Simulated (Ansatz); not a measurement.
An Ansatz input and the part of its output that reports the observables at the nuclei.

The cell is an entry of the Crystallography Open Database (COD), relaxed with PBE at fixed cell and then changed (volume scaled by 0.98, ions relaxed).

```yaml
crystal:
  lattice:
    - [0.0, 2.9146557824, 2.9146557824]
    - [2.9146557824, 0.0, 2.9146557824]
    - [2.9146557824, 2.9146557824, 0.0]
  atoms:
    - { symbol: In, position: [0.0, 0.0, 0.0] }
    - { symbol: P, position: [0.25, 0.25, 0.25] }
kpoints:
  mp_grid: { grid: [13, 13, 13] }
scf:
  occupations: { method: fermi_dirac, width: 0.02 }
hamiltonian:
  xc: pbe
  pseudopotentials: { kind: paw }
output:
  forces: true
  stress: true
  populations: true
  efg: { quadrupole_moments_barn: { In: 0.772 }, contact_densities: true }
relax:
  f_tol: 0.02
  max_steps: 60
```

```sh
ansatz run input.yaml --threads 1 --pin off --max-ram 3072MiB --backend cpu --events-out ev --progress --plain --runs-dir out
```

The run relaxes the ions first, and the block belongs to the relaxed positions.

Of the output, the block on the nuclei alone is shown; the set-up, the SCF iterations, energies, forces and stress are cut. One atom of each set with nearly equal values is shown.

```
--- PAW observables at the nuclei: V_zz in 10²¹ V/m², potentials from the cell's mean, atoms counted from 1 ---
  atom   1  In V_zz =    +0.000000   η = 0.0000   by run symmetry: forbidden   C_q = +0.0000 MHz
            electrostatic potential = -7936.770262 V   contact ρ = 1133002.177289 e/Å³
  atom   2  P  V_zz =    +0.000000   η = 0.0000   by run symmetry: forbidden
            electrostatic potential = -1495.521452 V   contact ρ = 16020.205536 e/Å³
```

The relaxation (1 step) took 7.2 s of wall time (7.1 s of CPU time) and 0.48 GiB at its peak, on 1 thread of Intel Xeon Platinum 8488C (Sapphire Rapids) (x86_64; 16 cores open to the job, memory cap 3.0 GiB, no GPU), a shared host with a load of 0.4 a core.
